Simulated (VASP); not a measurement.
# MnS (F-43m) in VASP: further runs, part 2 of 2

VASP 6.6.1. Earlier steps stand in the parts before.

**3. Single point, PBE, collinear spin, ferromagnetic start**

INCAR

```
PREC     = Accurate       # precision mode
ENCUT    = 520            # plane-wave cutoff, eV
EDIFF    = 1E-6           # SCF threshold, eV
ISMEAR   = -1             # smearing method
SIGMA    = 0.05           # smearing width, eV
LREAL    = F              # projectors in reciprocal space
LASPH    = T              # aspherical terms in the spheres
NELM     = 150            # most SCF steps
ALGO     = Normal         # electronic algorithm
ISIF     = 2              # what is computed and relaxed
LWAVE    = F              # write WAVECAR
LCHARG   = F              # write CHGCAR
ISPIN    = 2              # spin polarisation
MAGMOM   = 5.5 0          # initial moments
LORBIT   = 11             # projections on sites
LMAXMIX  = 4              # l up to which the mixer works
GGA      = PE             # functional
NBANDS   = 20             # bands
```

KPOINTS

```
regular mesh
0
Gamma
  9 9 9
```

POSCAR

```
MnS
1.0
    0.0000000000      2.4734634191      2.4734634191
    2.4734634191      0.0000000000      2.4734634191
    2.4734634191      2.4734634191      0.0000000000
Mn S
1 1
Direct
    0.0000000000      0.0000000000      0.0000000000
    0.7500000000      0.7500000000      0.7500000000
```

Potentials or basis: VASP PAW PBE potentials, release 64 (Mn_pv, S).

Command:

```
> cat potpaw_PBE.64/Mn_pv/POTCAR potpaw_PBE.64/S/POTCAR > POTCAR
> mpirun -np 1 vasp_std > vasp.out
```

OUTCAR:

```text
PREC = Accurate
   ENCUT = 520
   EDIFF = 1E-6
   ISMEAR = -1
   LREAL = F
   LASPH = T
   NELM = 150
   ISIF = 2
   ISPIN = 2
   LORBIT = 11
   GGA = PE

 ion  position               nearest neighbor table
   1  0.000  0.000  0.000-   2 2.14   2 2.14   2 2.14   2 2.14
   2  0.750  0.750  0.750-   1 2.14   1 2.14   1 2.14   1 2.14

  LATTYP: Found a face centered cubic cell.
 ALAT       =     4.9469268382

  Lattice vectors:

 A1 = (   0.0000000000,   2.4734634191,   2.4734634191)
 A2 = (   2.4734634191,   0.0000000000,   2.4734634191)
 A3 = (   2.4734634191,   2.4734634191,   0.0000000000)

Analysis of symmetry for initial positions (statically):
=====================================================================
 Subroutine PRICEL returns:
 Original cell was already a primitive cell.

 Routine SETGRP: Setting up the symmetry group for a
 face centered cubic supercell.

 Subroutine GETGRP returns: Found 24 space group operations
 (whereof 24 operations were pure point group operations)
 out of a pool of 48 trial point group operations.

[... 741 lines left out ...]

 spin component 2

 k-point     1 :       0.0000    0.0000    0.0000
  band No.  band energies     occupation
      1     -40.1652      1.00000
      2     -40.1652      1.00000
      3     -40.1652      1.00000
      4      -7.8664      1.00000
      5       2.7581      1.00000
      6       2.7581      1.00000
[... 541 lines left out ...]
     19      24.6208      0.00000
     20      24.6208      0.00000

 [... further k-points ...]
[... 5 lines left out ...]
  --------------------------------------------------------------------------------------
  -------------------------------------------------------------------------------------
  Total        0.5716369      0.5716369      0.5716369      0.0000000      0.0000000      0.0000000
  in kB       30.2610755     30.2610755     30.2610755      0.0000000      0.0000000      0.0000000
  external PRESSURE =      30.2610755 kB  Pullay stress =       0.0000000 kB

 VOLUME and BASIS-vectors are now :
 -----------------------------------------------------------------------------
  energy-cutoff  :      520.00
  volume of cell :       30.27
      direct lattice vectors                 reciprocal lattice vectors
     0.000000000  2.473463419  2.473463419    -0.202145702  0.202145702  0.202145702
     2.473463419  0.000000000  2.473463419     0.202145702 -0.202145702  0.202145702
     2.473463419  2.473463419  0.000000000     0.202145702  0.202145702 -0.202145702

 POSITION                                       TOTAL-FORCE (eV/Angst)
 -----------------------------------------------------------------------------------
      0.00000      0.00000      0.00000         0.000000      0.000000      0.000000
      3.71020      3.71020      3.71020        -0.000000     -0.000000     -0.000000
 -----------------------------------------------------------------------------------
    total drift:                               -0.000001     -0.000001     -0.000001

  FREE ENERGIE OF THE ION-ELECTRON SYSTEM (eV)
  ---------------------------------------------------
  free  energy   TOTEN  =       -13.6773625977 eV

  energy  without entropy=      -13.6574790398  energy(sigma->0) =      -13.66742082

 total charge

# of ion       s       p       d       tot
------------------------------------------
    1        0.353   6.313   5.366  12.031
    2        1.322   2.427   0.000   3.748
--------------------------------------------------
tot          1.675   8.739   5.366  15.780

 magnetization (x)

# of ion       s       p       d       tot
------------------------------------------
    1        0.007   0.004   0.198   0.209
    2       -0.001  -0.004   0.000  -0.005
--------------------------------------------------
tot          0.006  -0.000   0.198   0.204
```

OSZICAR:

```text
N       E                     dE             d eps       ncg     rms          rms(c)
DAV:   1     0.162741358496E+03    0.16274E+03   -0.10432E+04  2800   0.103E+03
DAV:   2    -0.567999820160E+01   -0.16842E+03   -0.15923E+03  2904   0.298E+02
DAV:   3    -0.137161153566E+02   -0.80361E+01   -0.79343E+01  3268   0.707E+01
[... 17 lines left out ...]
DAV:  21    -0.136773304598E+02   -0.20532E-04   -0.44115E-05  3236   0.325E-02    0.464E-02
DAV:  22    -0.136773562916E+02   -0.25832E-04   -0.10198E-04  3068   0.723E-02    0.281E-02
DAV:  23    -0.136773573482E+02   -0.10567E-05   -0.78174E-06  3072   0.196E-02    0.189E-02
DAV:  24    -0.136773623411E+02   -0.49929E-05   -0.26145E-05  3008   0.259E-02    0.750E-03
DAV:  25    -0.136773625977E+02   -0.25657E-06   -0.42109E-06  1696   0.971E-03
   1 F= -.13677363E+02 E0= -.13667421E+02  d E =-.198836E-01  mag=     0.2162
```

stdout:

```text
POSCAR found type information on POSCAR MnS
 POSCAR found :  2 types and       2 ions
 scaLAPACK will be used
 LDA part: xc-table for (Slater+PW92), standard interpolation
 POSCAR, INCAR and KPOINTS ok, starting setup
 FFT: planning ... GRIDC
 FFT: planning ... GRID_SOFT
 FFT: planning ... GRID
 WAVECAR not read
 entering main loop
```

Wall time 71 s (1 thread of Intel Xeon Platinum 8259CL at 2.50GHz (Skylake/Cascade Lake), shared host); peak memory 0.19 GiB.

What came out:

```yaml
Free_energy: -13.6774 eV
Pressure: 3.0 GPa
Band_gap_on_the_k_mesh: none (metal or under the smearing width)
Net_moment: 0.22 μB per cell
Site_moments: Mn +0.21; S -0.01 μB
Valence_electrons_inside_the_program's_atomic_spheres: Mn 12.03; S 3.75
```

Levels at points of the mesh, in eV from the Fermi level:
Spin up:
```
           k point  band 7  band 8  band 9  band 10  band 11  band 12  band 13  band 14
(0.00, 0.00, 0.00)   -4.73   -0.90   -0.90     3.65     3.65     3.65     3.78     7.90
```
Spin down:
```
           k point  band 5  band 6  band 7  band 8  band 9  band 10  band 11  band 12  band 13  band 14
(0.00, 0.00, 0.00)   -4.68   -4.68   -4.68   -0.64   -0.64     3.73     3.73     3.73     3.80     7.95
```

Caveat: the moment fell far below its start of 5.5 μB, so a state of higher moment may lie lower in energy; semilocal functionals often make such compounds metallic where correlation or magnetic order opens a gap, which also shifts bond lengths. With open d or f shells a metallic result of PBE can be an artefact of self-interaction; +U or a hybrid may open a gap.

**4. The reference run**

An earlier run on the cell as given: functional PBE; potentials or basis VASP PAW PBE potentials, release 64 (Mn_pv, S); cutoff 520 eV; k mesh 9 × 9 × 9; occupations fermi-dirac, width 0.05 eV; collinear spin, ferromagnetic start; starting moments [4.0, 0.0] μB.

* Pressure: 3.1 GPa
* Band gap on the k mesh: none (metal or under the smearing width)
* Net moment: -0.22 μB per cell
* Site moments: Mn -0.21; S +0.01 μB
* Valence electrons inside the program's atomic spheres: Mn 12.03; S 3.75
